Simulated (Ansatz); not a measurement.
**Rh: stiffness from a series of strains**

```yaml
crystal:
  lattice:
    - [0.00000, 1.90155, 1.90155]
    - [1.90155, 0.00000, 1.90155]
    - [1.90155, 1.90155, 0.00000]
  atoms:
    - { symbol: Rh, position: [0.00000, 0.00000, 0.00000] }
```

The geometry is COD entry 9008482, unchecked; take it as a test cell.

These are results of DFT, PBE, all-electron LAPW, scalar-relativistic (Ansatz 0.2.0), not measurements.

Numerical set-up: a Γ-centred 16×16×16 k mesh, Fermi–Dirac smearing of 0.08 eV, basis error target 1 meV/atom, no spin polarisation.

The strain is applied along the Cartesian axes of the cell as listed (the other components stay zero). Fractional coordinates are held (clamped ions).

σ is the change of stress from the unstrained cell, which is at 5.98 GPa; tension is positive, so slopes are stress–strain coefficients at that pressure. In a metal the k mesh adds noise.

Only quantities that a quadratic follows smoothly over the whole series are listed; rougher ones are left out.

```csv
εzz,σzz (GPa),σxx (GPa)
-0.0300,-14.78,-6.95
-0.0200,-9.54,-4.45
-0.0100,-4.62,-2.14
0.0000,0.00,0.00
0.0100,4.33,1.98
0.0300,12.18,5.51
```

(1) Fit the series and read off the stiffness at zero strain.

(2) One run, at εzz = 0.0200, is withheld. Predict its row.

Answers

(1) Least-squares fits y = p0 + p1 x + p2 x² to the rows give σzz (GPa): p1 = 449, p2 = -1400; σxx (GPa): p1 = 207, p2 = -800. So C11 = 449 GPa and C12 = 207 GPa, which gives B = (C11 + 2 C12)/3 = 288 GPa.

(2) The fits give 8.41, 3.83; the run gave 8.39, 3.81.
